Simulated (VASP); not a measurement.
Here is a VASP 6.6.1 calculation.

INCAR

```
ALGO     = Normal         # electronic algorithm
EDIFF    = 1E-7           # SCF threshold, eV
EDIFFG   = -0.005         # ionic threshold
ENCUT    = 600            # plane-wave cutoff, eV
GGA      = PE             # functional
IBRION   = 2              # ionic algorithm
ISIF     = 3              # what is computed and relaxed
ISMEAR   = 0              # smearing method
IVDW     = 12             # dispersion correction
LASPH    = True           # aspherical terms in the spheres
LCHARG   = False          # write CHGCAR
LREAL    = False          # projectors in reciprocal space
LWAVE    = False          # write WAVECAR
NELM     = 80             # most SCF steps
NSW      = 90             # ionic steps
PREC     = Accurate       # precision mode
SIGMA    = 0.1            # smearing width, eV
```

KPOINTS

```
k-points
0
Gamma
  12 12 12
```

Contents of POSCAR:

```
Sr
1.0
    0.0000000000      3.0336031300      3.0336031300
    3.0336031300      0.0000000000      3.0336031300
    3.0336031300      3.0336031300      0.0000000000
Sr
1
Direct
    0.0000000000      0.0000000000      0.0000000000
```

Potentials or basis: VASP PAW PBE potentials, release 64 (Sr_sv).

The run is started by

```bash
$ cat potpaw_PBE.64/Sr_sv/POTCAR > POTCAR
$ mpirun -np 1 vasp_std > vasp.out
```

Question: Predict the relaxed volume.

Answer: 52.16 Å³/atom.

Question: What does it give for the dispersion energy per atom?

Answer: -0.206 eV.

Final structure:
```
CELL_PARAMETERS angstrom
0.00000 2.96549 2.96549
2.96549 0.00000 2.96549
2.96549 2.96549 0.00000
ATOMIC_POSITIONS crystal
Sr 0.00000 0.00000 0.00000
```

Caveat: pairwise dispersion overbinds metals, which lowers pressure and volume.
